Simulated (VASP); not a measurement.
A calculation with VASP 6.6.1 of NiO2 (native input, structure from a POSCAR):

The input INCAR:

```
  ALGO = Fast
  EDIFF = 1E-6
  ENCUT = 520
  GGA = PS
  ISIF = 2
  ISMEAR = 0
  ISPIN = 2
  LASPH = T
  LCHARG = T
  LELF = T
  LMAXMIX = 4
  LORBIT = 11
  LREAL = F
  LVHAR = T
  LWAVE = F
  MAGMOM = 1 0 0
  NBANDS = 22
  NELM = 120
  PREC = Accurate
  SIGMA = 0.05
```

The input KPOINTS:

```
k-points
0
Gamma
  11 11 6
```

The input POSCAR:

```
NiO2
1.0
    2.7987818650      0.0000000000      0.0000000000
   -1.3993909325      2.4238161948      0.0000000000
    0.0000000000      0.0000000000      4.6182730000
Ni O
1 2
Cartesian
    0.0000000000      0.0000000000      2.3091365000
   -0.0000000001      1.6158774633      1.3575921494
    1.3993909326      0.8079387315      3.2606808506
```

Potentials or basis: VASP PAW PBE potentials, release 64 (Ni, O).

The run is started by

```sh
$ cat potpaw_PBE.64/Ni/POTCAR potpaw_PBE.64/O/POTCAR > POTCAR
$ mpirun -np 1 vasp_std > vasp.out
```

The cell comes from a database or a generator and needn't be the stable form of this composition.

Q: Write the same calculation in another form: ASE script, Cartesian positions.

A: As run:

Contents of run.py:

```python
from ase.calculators.vasp import Vasp
from ase.dft.bandgap import bandgap
from ase.io import read

atoms = read('NiO2.xyz')
atoms.set_initial_magnetic_moments([1.0, 0.0, 0.0])
calc = Vasp(
    directory='calc',
    xc='pbesol',
    pp='PBE',
    setups='recommended',
    prec='Accurate',
    encut=520,
    ediff=1e-07,
    ismear=0,
    sigma=0.05,
    lreal=False,
    lasph=True,
    nelm=120,
    algo='Fast',
    isif=2,
    lwave=False,
    lcharg=False,
    ispin=2,
    lorbit=11,
    lmaxmix=4,
    kpts=[11, 11, 6],
    gamma=True,
)
atoms.calc = calc

print('energy (eV):', atoms.get_potential_energy())
print('free energy (eV):', atoms.get_potential_energy(force_consistent=True))
print('forces (eV/A):')
print(atoms.get_forces())
print('stress (eV/A^3, Voigt):', atoms.get_stress())
print('Fermi level (eV):', calc.get_fermi_level())
print('moment (muB):', atoms.get_magnetic_moment())
print('site moments (muB):', atoms.get_magnetic_moments())
gap, top, bottom = bandgap(calc)
print('band gap (eV):', gap, 'from (spin, k, band)', top, 'to', bottom)
```

The input NiO2.xyz:

```xyz
3
Lattice="2.7987818650 0.0000000000 0.0000000000 -1.3993909325 2.4238161948 0.0000000000 0.0000000000 0.0000000000 4.6182730000" Properties=species:S:1:pos:R:3 pbc="T T T"
Ni     0.0000000000      0.0000000000      2.3091365000
O     -0.0000000001      1.6158774633      1.3575921494
O      1.3993909326      0.8079387315      3.2606808506
```

Potentials or basis: VASP PAW PBE potentials, release 64 (Ni, O).

Run with:

```bash
$ python run.py
```

Both were run:

|  | native input, structure from a POSCAR | ASE script, Cartesian positions |
| --- | --- | --- |
| Pressure | -3.9 GPa | -4.0 GPa |
| Largest force | 0.408 eV/Å | 0.409 eV/Å |
| Band gap on the k mesh | 0.86 eV, indirect (least direct gap 1.12 eV) | 0.86 eV, indirect (least direct gap 1.12 eV) |
| Net moment | 0.00 μB per cell | 0.00 μB per cell |
| Valence electrons inside the program's atomic spheres | Ni 9.54; O 4.89 | Ni 9.54; O 4.89 |

Keys that steer only the numerical path or the files written may differ.

Caveat: the PAW data sets were made with another functional, which shifts forces and pressure a little; an odd mesh through Γ misses points on the zone boundary, where band edges often lie.
